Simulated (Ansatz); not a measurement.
# Ta2N under changes of volume

One of the cells (13.622 Å³/atom); the others are scaled copies at fixed shape and fractional positions:

```
Ta N
1.0
     3.11286    0.00000    0.00000
    -1.55643    2.69582    0.00000
     0.00000    0.00000    4.86984
Ta N
2 1
Direct
  0.33333 0.66667 0.25471
  0.66667 0.33333 0.74529
  0.00000 0.00000 0.00000
```

The cell comes from a database or a generator and needn't be the stable form of this composition.

| Item | Value |
| --- | --- |
| Program | Ansatz 0.2.0 |
| Functional | LDA |
| Potentials or basis | Ansatz PAW |
| Cutoff | 420 eV (not typed: the program's choice for these potentials) |
| k mesh | 10 × 10 × 6 |
| Occupations | fermi-dirac, width 0.05 eV |
| Spin | no spin polarisation |

```tsv
volume (Å³/atom)	energy over the lowest point (meV/atom)	pressure (GPa)	largest force (eV/Å)
12.805	0.09	3.5	0.077
13.077	0.00	-3.2	0.212
13.350	10.64	-9.2	0.334
13.622	?	?	?
13.895	59.72	-19.3	0.546
14.167	96.23	-23.5	0.638
14.439	139.60	-27.3	0.722
```

Problem. What does the run at 13.622 Å³/atom give?

Solution. Energy over the lowest point 30.89 meV/atom; pressure -14.5 GPa; largest force 0.445 eV/Å.

Worked out: A Birch-Murnaghan fit of order 3 (a polynomial in V^(-2/3)) to the other rows has its minimum at 12.94 Å³/atom with B0 = V·E''(V) = 316 GPa and B' = 4.2 at fixed shape and positions, which overstates the stiffness. It gives 30.83 meV/atom at 13.622 Å³/atom, against the run's 30.89, and -dE/dV = -14.5 GPa, against -14.5.

Energies are extrapolated to zero smearing.

Caveats: the PAW data sets come from PBE, with cores solved anew for the run's functional, which leaves a small shift of forces and pressure.
